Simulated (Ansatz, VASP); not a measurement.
**Two plane-wave programs on Ta**

```
CELL_PARAMETERS angstrom
-1.65953 1.65953 1.65953
1.65953 -1.65953 1.65953
1.65953 1.65953 -1.65953
ATOMIC_POSITIONS crystal
Ta 0.00000 0.00000 0.00000
```

Alike in both runs: functional PBE; k mesh 18 × 18 × 18; occupations gaussian, width 0.1 eV; no spin polarisation.

Ansatz relaxed the structure, and its values are those at the end. VASP's run is a single point on that final structure, the one shown.

|  | VASP | Ansatz |
| --- | --- | --- |
| version | VASP 6.6.1 | Ansatz 0.2.0 |
| potentials or method | VASP PAW PBE potentials, release 64 (Ta_pv) | scalar-relativistic, plane waves, PAW |
| plane-wave cutoff (eV) | 520 | 420 |
| valence electrons in the cell | 11 | 13 |

|  | VASP | Ansatz | Ansatz less VASP |
| --- | --- | --- | --- |
| gap on the k mesh at the Fermi level (eV) | none | none | - |
| pressure (GPa) | 0.0 | 0.0 | -0.09 |

A gap of «none» marks a metal or a gap that the smearing closes. The two sets of potentials don't hold the same shells in valence.

Spin-orbit coupling is left out, which matters for the levels of Ta.
